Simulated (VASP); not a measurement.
Runs of VASP 6.6.1 on SnTe. The structure is cubic, space group Fm-3m (No. 225). Conventional cell: a = 6.302 Å, b = 6.302 Å, c = 6.302 Å, α = 90.00°, β = 90.00°, γ = 90.00°. Te (site symmetry m-3m) has 6 Sn at 3.15 Å as nearest neighbours. Sn (site symmetry m-3m) has 6 Te at 3.15 Å as nearest neighbours. 

```tsv
task	level	spin	k mesh	smearing	pressure (GPa)
band structure	SCAN	off	7 × 7 × 7	fermi-dirac 0.05 eV	(b)
band structure	rSCAN	off	7 × 7 × 7	fermi-dirac 0.05 eV	(a)
single point	PBE	off	7 × 7 × 7	gaussian 0.012 eV	2.2
band structure	r2SCAN	off	7 × 7 × 7	fermi-dirac 0.05 eV	1.5
band structure	SCAN	SOC, no magnetisation	5 × 5 × 5	fermi-dirac 0.05 eV	0.8
```

Alike in all rows: potentials or basis VASP PAW PBE potentials, release 64 (Te, Sn_d); cell as given; cutoff (eV) 520.

Q: Estimate the missing entries.

A: (a) 1.7; (b) 0.9.

Caveats: the PAW data sets were made with another functional, which shifts forces and pressure a little (some runs).
